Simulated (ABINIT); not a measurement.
Crystal: Si.

```
CELL_PARAMETERS angstrom
2.87212 -5.98273 0.00000
2.87212 5.98273 0.00000
0.00000 0.00000 3.84691
ATOMIC_POSITIONS crystal
Si 0.01112 0.40148 0.25000
Si 0.40148 0.01112 0.75000
Si 0.59852 0.98888 0.25000
Si 0.98888 0.59852 0.75000
Si 0.44398 0.55602 0.25000
Si 0.55602 0.44398 0.75000
```

The cell was built by a generator and needn't be a form met in nature.

Base run:

```yaml
Program: ABINIT 10.8.3 (patched build)
Functional: BLYP
Potentials_or_basis: JTH PAW PBE v2.0
Cutoff: 490 eV
k_mesh: 5 × 5 × 7
Occupations: fermi-dirac, width 0.05 eV
Spin: no spin polarisation
```

Its results: band gap on the k mesh 0.62 eV, indirect (least direct gap 0.64 eV); pressure 2.8 GPa; largest force 0.067 eV/Å.

Question: After a change of settings the same cell gave: band gap on the k mesh 0.62 eV, indirect (least direct gap 0.64 eV); pressure -1.4 GPa; largest force 0.025 eV/Å. Which change was it?
A. functional from BLYP to LDA
B. functional from BLYP to r2SCAN
C. functional from BLYP to WC
D. functional from BLYP to SCAN

Answer: B.

Caveats: the PAW data sets were made with another functional, which shifts forces and pressure a little; an odd mesh through Γ misses points on the zone boundary, where band edges often lie.

Runs at the PBE level aren't shown here.
